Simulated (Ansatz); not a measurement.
# GaN (P-6m2) in Ansatz: equation of state

How stiff is GaN in PBE, and what volume does it want? The cell is scaled to several volumes.

All numbers are computed with Ansatz 0.2.0; they aren't measurements. Logs are shortened: lines on timing, memory, paths and dates and some standing lists are left out, and cuts for length are marked.

## 1. The structure

Symmetry: P-6m2, No. 187, hexagonal system. The conventional cell has a = 2.981 Å, b = 2.981 Å, c = 2.683 Å, α = 90.00°, β = 90.00°, γ = 120.00°. Ga (site symmetry -6m2) has 6 N at 2.18 Å as nearest neighbours. Around N (site symmetry -6m2) lie 6 Ga at 2.18 Å.

The cell was built by a generator and needn't be a form met in nature.

## 2. Single point, PBE, 9.70 Å³/atom (volume scaled by 0.94)

input.yaml reads:

```yaml
crystal:
  lattice:
    - [2.9197935391, 0.0, 0.0]
    - [-1.4598967695, 2.5286154183, 0.0]
    - [0.0, 0.0, 2.6285919765]
  atoms:
    - { symbol: Ga, position: [0.66667, 0.33333, 0.5] }
    - { symbol: "N", position: [0.0, 0.0, 0.0] }
hamiltonian:
  xc: pbe
  pseudopotentials: { kind: paw }
kpoints:
  mp_grid: { grid: [10, 10, 10] }
scf:
  occupations: { method: fermi_dirac, width: 0.05 }
output:
  forces: true
  stress: true
  eigenvalues: true
  write_density: true
  write_potential: true
  elf: true
  volumetric_format: npy
```

Potentials or basis: Ansatz PAW.

On the command line:

```
$ ansatz run input.yaml --threads 2 --pin off --max-ram 5632MiB --backend cpu --events-out ev --progress --plain --runs-dir out
```

Log:

```text
Warning: the atoms were moved onto the symmetric positions of the space group found under crystal.symmetry.tolerance 1.0e-5 (fractional; no operation is sought that the atoms, as they stand in a round, miss by more than twice it, and no atom is moved by as much as it), and the run uses the moved positions. Before a round's move an operation carried an atom to 1.46e-5 Å from where it should land, the largest such distance. Atom 0 (counting from 0) moved farthest, by 1.69e-5 Å; the longest move in fractions of the cell, of whichever atom, is 0.47 of the tolerance, in 1 round. To run the atoms as typed, lower crystal.symmetry.tolerance until the operations that they miss are no longer found, or set crystal.symmetry.detect: false (a key that needs symmetry detection or time reversal refuses this as the deck is read). The positions used, in the order of the run's atom list: position: [0.6666666666666666, 0.33333333333333337, 0.5]; position: [-2.7755575615628914e-17, 1.8503858249243818e-17, 0.0]; The lattice was moved too: crystal.lattice keeps the space group found at crystal.symmetry.tolerance 1.0e-5 only nearly: the operation that it misses by the most changes a squared length by the fraction 2.72e-8. The run uses the lattice that is a stretch of the typed one, with no rotation, onto the one that keeps every operation to a double's rounding (on a very oblique basis the stretch itself rounds by more); the deck's lattice vector that moved farthest moved by 2.29e-8 Å. To run the lattice as typed, set crystal.symmetry.detect: false, as for the atoms. crystal.lattice made exact, in Å and degrees: [[2.9197935619825435, -2.886755496265046e-11, 0.0], [-1.4598967809662717, 2.52861539849757, 0.0], [0.0, 0.0, 2.6285919765]]. Pasted over the deck's crystal.lattice, beside positions in fractional coordinates, it runs the same cell (given as lengths and angles, that cell in the form's own orientation, a rigid turn of the misfit's size from the one run here, for which a checkpoint.post_process_only pass over this run's state can be refused: where this run relaxes nothing, give such a pass this deck's own crystal.lattice, as typed; behind a relaxation, as crystal.lattice, the state's own cell, identity.cell in its checkpoint.json), and a matrix so pasted ends this notice, except on a very skew basis of the lattice, where the rounding of the pasted numbers themselves can read as a misfit: the cell is then moved again, and that move is told again. The lattice as run is in this notice's lattice.as_run_ang field (Run.prep()["deck_notices"] in Python, the deck_notice line of an events file, deck_notices of ansatz run --dry-run=json, or deck_notices in record.json in the deck's checkpoint.write directory).
Warning: RAYON_NUM_THREADS=2 ignored (pool sized by the plan → 2); use --threads N
Engine: ansatz 0.2.0, x86_64-unknown-linux-gnu
Pseudopotentials: kind: paw
Pseudopotential: Ga, paw, valence charge 13, recommended cutoff 420 eV (normal), Ga.paw.azcp
Pseudopotential: N, paw, valence charge 5, recommended cutoff 420 eV (normal), N.paw.azcp
Functional definition: PBE
  parameter kappa = 0.804
  parameter beta = 0.06672455060314922
  exchange = pbe_x(kappa = kappa, mu = beta*pi^2/3)
  correlation = pbe_c(beta = beta)
Crystal: 2 atoms, lattice volume = 19.407 Å³
Basis set: ecut = 420 eV, 393 PW (Γ), exchange–correlation on 40×40×36 points (8 copies of the dense FFT grid, shifted against one another)
Bands: 13, of which v1, the nominal top of the filled ones, is band 9 counted from 1 (8 counted from 0)
Symmetry: 12 space group operations
Space group: P-6m2 (ITA 187), of the structure as read, at distance tolerance 2.7e-5 Å
k-points: 84 of 1000 (time reversal used)
Non-local potential: Ga, projectors of the file, l = 0: 2, l = 1: 2, l = 2: 3, l = 3: 1
Non-local potential: N, projectors of the file, l = 0: 2, l = 1: 2, l = 2: 1
PAW form: soft (Blöchl's): semilocal exchange-correlation on the pseudo side does not see the compensation charge
PAW one-centre angular grid: Ga, 590 points (default); XC on 64 Gauss nodes
PAW one-centre angular grid: N, 110 points (default); XC on 64 Gauss nodes
Initial density: superposition of atomic densities (neutral atoms: chi_scale 0, normalization atom), corrected by the library's trained network
Initial wavefunctions: pseudopotential atomic-orbital guess
Functional: x = pbe(κ = 0.804, μ = 0.2195149727645171), c = pbe(β = 0.06672455060314922)
SCF iter   1: F=—  HF=-4165.983373 eV  |F-HF|=—  |Δ(HF+E_count)|=         —  Δρ=8.59e-3  dr2=7.92e-3  ethr=1.77e-3  ⟨swp⟩=4.5  Hψ=5624  notcnv=0
preconditioner: auto → none  [insulator: Δε(μ)=0.143 eV  Ē_g=19.212 eV  σ=0.050 eV  W_gap=0.60  n_scr=8 (ndim 8)  ℏωp=35.8 eV  f_vac=0.000  D(μ)=0.29/eV (n_scr^D=0)  ε∞_Penn≈4.5]
SCF iter   2: F=—  HF=-4165.981482 eV  |F-HF|=—  |Δ(HF+E_count)|=   1.89e-3  Δρ=3.62e-3  dr2=1.22e-3  ethr=4.40e-5  ⟨swp⟩=1.3  Hψ=1816  notcnv=0
SCF iter   3: F=—  HF=-4165.981318 eV  |F-HF|=—  |Δ(HF+E_count)|=   1.64e-4  Δρ=3.30e-4  dr2=7.69e-6  ethr=6.75e-6  ⟨swp⟩=2.1  Hψ=1484  notcnv=0
SCF iter   4: F=—  HF=-4165.981307 eV  |F-HF|=—  |Δ(HF+E_count)|=   1.18e-5  Δρ=1.16e-4  dr2=1.31e-6  ethr=4.27e-8  ⟨swp⟩=2.0  Hψ=1842  notcnv=0
iter 5 did not close the SCF: its close was put off for the readings that it lacked (scf_convergence_deferred on its scf_iter line)
SCF iter   5: F=-4165.981305 eV  HF=-4165.981305 eV  |F-HF|=9.91e-9  |Δ(HF+E_count)|=   1.12e-6  Δρ=1.54e-5  dr2=1.92e-8  ethr=7.27e-9  ⟨swp⟩=2.1  Hψ=1759  notcnv=0
SCF iter   6: F=-4165.981305 eV  HF=-4165.981305 eV  |F-HF|=2.09e-10  |Δ(HF+E_count)|=   1.59e-8  Δρ=3.12e-6  dr2=5.20e-10  ethr=1.06e-10  ⟨swp⟩=4.6  Hψ=5768  notcnv=0
SCF 1 converged in 6 iterations: F = -4165.981305 eV  dr2 = 5.20e-10
SCF converged after 6 iterations
Free energy (F): -4165.981305 eV
Harris-Foulkes:  -4165.981305 eV  (|F-HF|=2.09e-10)
Internal energy: -4165.978542 eV  (E = F + TS)
E sigma→0 (E₀):  -4165.979924 eV
Entropy (-TS):   -0.002763 eV (-1.382 meV/atom)
Fermi energy:    13.496848 eV
--- Per-component energies (eV) ---
  E_band       = 38.989106
  E_kinetic    = 247.989557
  E_local      = -1712.273396  (includes V_loc(G=0)·N_el)
  E_nonlocal   = 476.735305
  E_hartree    = 801.246938
  E_xc         = -128.701809
  E_vxc        = -134.192930  (∫ρ·V_xc dr)
  E_paw        = -2122.731032  (= ΣΔE_a)
  E_vpaw       = -441.762558  (= ΣTr[D̂ρ^β])
  E_aug_tail   = -0.000125  (compensation charges beyond the density's cutoff)
  E_ewald      = -1728.243980
  E_smearing   = -0.002763  (= −TS)
  E_closure    = -0.000000  (closes the sum)
  Σ components = -4165.981305   (vs F -4165.981305, Δ=0.00e0)
--- Forces (eV/Å), atoms counted from 1 ---
  atom   1  Ga     0.00000000    -0.00000000     0.00000000
  atom   2  N     -0.00000000     0.00000000    -0.00000000
  max |Σ_I F_I| component: 1.48e-16 eV/Å
--- Stress (GPa, compression-positive) ---
       10.963409      -0.000000       0.000000
       -0.000000      10.963409       0.000000
        0.000000       0.000000      14.894141
  P = ⅓ Tr σ = 12.2737 GPa (122.737 kbar)
--- Band table (eV; the first three rows and the last of 84) ---
  k-point 0: bands = ["-4.3900", "-1.8021", "-1.6117", "-1.6117", "-1.2395", "-1.2395", "12.0937", "12.4076", "12.4076", "13.6728", "23.3776", "23.3776", "24.3720"]
  k-point 1: bands = ["-4.2142", "-1.7665", "-1.6034", "-1.6034", "-1.2646", "-1.2646", "10.6393", "12.4925", "12.4925", "14.6868", "23.5849", "23.5849", "24.3861"]
  k-point 2: bands = ["-3.7033", "-1.6729", "-1.5817", "-1.5817", "-1.3297", "-1.3297", "8.4199", "12.7202", "12.7202", "15.8650", "23.8049", "24.1893", "24.1893"]
  k-point 83: bands = ["-2.5348", "-1.7687", "-1.5661", "-1.4030", "-1.0960", "2.0593", "7.5787", "8.1079", "10.8692", "13.5954", "15.1195", "23.2998", "27.2242"]
```

It took 2.7 s on 2 threads of Intel Xeon at 2.50GHz (Skylake/Cascade Lake), shared host; peak memory 0.33 GiB.

Results:

```
Free energy            : -4165.9813 eV
Pressure               : 12.3 GPa
Band gap on the k mesh : none (metal or under the smearing width)
```

Caveat: the pressure holds a Pulay correction of +0.6 GPa for the finite cutoff.

## 3. Single point, PBE, 9.91 Å³/atom (volume scaled by 0.96)

input.yaml: that of step 2 with these lines changed.

```diff
@@ -2,5 +2,5 @@
   lattice:
-    - [2.9197935391, 0.0, 0.0]
-    - [-1.4598967695, 2.5286154183, 0.0]
-    - [0.0, 0.0, 2.6285919765]
+    - [2.9403561429, 0.0, 0.0]
+    - [-1.4701780714, 2.5464231558, 0.0]
+    - [0.0, 0.0, 2.6471037976]
   atoms:
```

Potentials or basis: Ansatz PAW.

On the command line:

```
$ ansatz run input.yaml --threads 2 --pin off --max-ram 5632MiB --backend cpu --events-out ev --progress --plain --runs-dir out
```

It took 2.8 s on 2 threads of Intel Xeon at 2.50GHz (Skylake/Cascade Lake), shared host; peak memory 0.34 GiB.

Results (log left out):

```
Free energy            : -4166.0069 eV
Pressure               : 7.7 GPa
Band gap on the k mesh : none (metal or under the smearing width)
```

Caveat: the pressure holds a Pulay correction of +0.5 GPa for the finite cutoff.

## 4. Single point, PBE, 10.12 Å³/atom (volume scaled by 0.98)

input.yaml: that of step 3 with these lines changed.

```diff
@@ -2,5 +2,5 @@
   lattice:
-    - [2.9403561429, 0.0, 0.0]
-    - [-1.4701780714, 2.5464231558, 0.0]
-    - [0.0, 0.0, 2.6471037976]
+    - [2.9606351019, 0.0, 0.0]
+    - [-1.480317551, 2.5639852498, 0.0]
+    - [0.0, 0.0, 2.6653602627]
   atoms:
```

On the command line:

```
$ ansatz run input.yaml --threads 2 --pin off --max-ram 5632MiB --backend cpu --events-out ev --progress --plain --runs-dir out
```

Run time: 3.1 s. Hardware: 2 threads of Intel Xeon at 2.50GHz (Skylake/Cascade Lake), shared host; peak memory 0.33 GiB.

Results (log left out):

| Item | Value |
| --- | --- |
| Free energy | -4166.0214 eV |
| Pressure | 3.6 GPa |
| Band gap on the k mesh | none (metal or under the smearing width) |

Caveat: the pressure holds a Pulay correction of +0.5 GPa for the finite cutoff.

## 5. Single point, PBE, 10.32 Å³/atom

input.yaml reads:

```yaml
crystal:
  lattice:
    - [2.98064, 0.0, 0.0]
    - [-1.49032, 2.58131, 0.0]
    - [0.0, 0.0, 2.68337]
  atoms:
    - { symbol: Ga, position: [0.66667, 0.33333, 0.5] }
    - { symbol: "N", position: [0.0, 0.0, 0.0] }
hamiltonian:
  xc: pbe
  pseudopotentials: { kind: paw }
kpoints:
  mp_grid: { grid: [10, 10, 10] }
scf:
  occupations: { method: fermi_dirac, width: 0.05 }
output:
  forces: true
  stress: true
  eigenvalues: true
```

On the command line:

```
$ ansatz run input.yaml --threads 2 --pin off --max-ram 5632MiB --backend cpu --events-out ev --progress --plain --runs-dir out
```

It took 2.3 s on 2 threads of Intel Xeon at 2.50GHz (Skylake/Cascade Lake), shared host; peak memory 0.33 GiB.

The run converged. Its results:

| Quantity | Value |
| --- | --- |
| Free energy | -4166.0260 eV |
| Pressure | 0.0 GPa |
| Band gap on the k mesh | none (metal or under the smearing width) |

Caveat: the pressure holds a Pulay correction of +0.5 GPa for the finite cutoff.

## 6. Single point, PBE, 10.53 Å³/atom (volume scaled by 1.02)

input.yaml: that of step 5 with these lines changed.

```diff
@@ -2,5 +2,5 @@
   lattice:
-    - [2.98064, 0.0, 0.0]
-    - [-1.49032, 2.58131, 0.0]
-    - [0.0, 0.0, 2.68337]
+    - [3.000379913, 0.0, 0.0]
+    - [-1.5001899565, 2.5984052664, 0.0]
+    - [0.0, 0.0, 2.7011411802]
   atoms:
@@ -19 +19,5 @@
   eigenvalues: true
+  write_density: true
+  write_potential: true
+  elf: true
+  volumetric_format: npy
```

Potentials or basis: Ansatz PAW.

On the command line:

```
$ ansatz run input.yaml --threads 2 --pin off --max-ram 5632MiB --backend cpu --events-out ev --progress --plain --runs-dir out
```

Wall time 3.2 s (2 threads of Intel Xeon at 2.50GHz (Skylake/Cascade Lake), shared host); peak memory 0.34 GiB.

The run converged. Its results:

| Quantity | Value |
| --- | --- |
| Free energy | -4166.0217 eV |
| Pressure | -3.3 GPa |
| Band gap on the k mesh | none (metal or under the smearing width) |

Caveat: the pressure holds a Pulay correction of +0.5 GPa for the finite cutoff.

## 7. Single point, PBE, 10.74 Å³/atom (volume scaled by 1.04)

input.yaml: that of step 6 with these lines changed.

```diff
@@ -2,5 +2,5 @@
   lattice:
-    - [3.000379913, 0.0, 0.0]
-    - [-1.5001899565, 2.5984052664, 0.0]
-    - [0.0, 0.0, 2.7011411802]
+    - [3.0198634454, 0.0, 0.0]
+    - [-1.5099317227, 2.6152785007, 0.0]
+    - [0.0, 0.0, 2.7186815494]
   atoms:
```

On the command line:

```
$ ansatz run input.yaml --threads 2 --pin off --max-ram 5632MiB --backend cpu --events-out ev --progress --plain --runs-dir out
```

Run time: 3.3 s. Hardware: 2 threads of Intel Xeon at 2.50GHz (Skylake/Cascade Lake), shared host; peak memory 0.34 GiB.

Results (log left out):

* Free energy: -4166.0095 eV
* Pressure: -6.2 GPa
* Band gap on the k mesh: none (metal or under the smearing width)

Caveat: the pressure holds a Pulay correction of +0.5 GPa for the finite cutoff.

## 8. Single point, PBE, 10.94 Å³/atom (volume scaled by 1.06)

input.yaml reads:

```yaml
crystal:
  lattice:
    - [3.039098763, 0.0, 0.0]
    - [-1.5195493815, 2.6319367746, 0.0]
    - [0.0, 0.0, 2.7359984593]
  atoms:
    - { symbol: Ga, position: [0.66667, 0.33333, 0.5] }
    - { symbol: "N", position: [0.0, 0.0, 0.0] }
hamiltonian:
  xc: pbe
  pseudopotentials: { kind: paw }
kpoints:
  mp_grid: { grid: [10, 10, 10] }
scf:
  occupations: { method: fermi_dirac, width: 0.05 }
output:
  forces: true
  stress: true
  eigenvalues: true
```

On the command line:

```
$ ansatz run input.yaml --threads 2 --pin off --max-ram 5632MiB --backend cpu --events-out ev --progress --plain --runs-dir out
```

Run time: 2.5 s. Hardware: 2 threads of Intel Xeon at 2.50GHz (Skylake/Cascade Lake), shared host; peak memory 0.34 GiB.

It converged, with:

```
Free energy            : -4165.9902 eV
Pressure               : -8.8 GPa
Band gap on the k mesh : none (metal or under the smearing width)
```

Caveat: the pressure holds a Pulay correction of +0.5 GPa for the finite cutoff.

## 9. Equation of state, PBE

Potentials or basis: Ansatz PAW.

This step only gathers the single runs of the series.

What came out:

| Quantity | Value |
| --- | --- |
| Equilibrium volume | 10.32 Å³/atom |
| Bulk modulus at fixed shape and positions | 172 GPa |
| Pressure derivative of the bulk modulus | 4.5 |

Energy against volume, from the lowest point:
| volume (Å³/atom) | energy (meV/atom) |
| --- | --- |
| 9.703 | 22.34 |
| 9.910 | 9.56 |
| 10.116 | 2.29 |
| 10.323 | 0.00 |
| 10.529 | 2.14 |
| 10.736 | 8.26 |
| 10.942 | 17.91 |

Caveat: the cell was scaled at fixed shape and fractional positions, which overstates the stiffness of a crystal with free parameters, most of all of layers and chains.
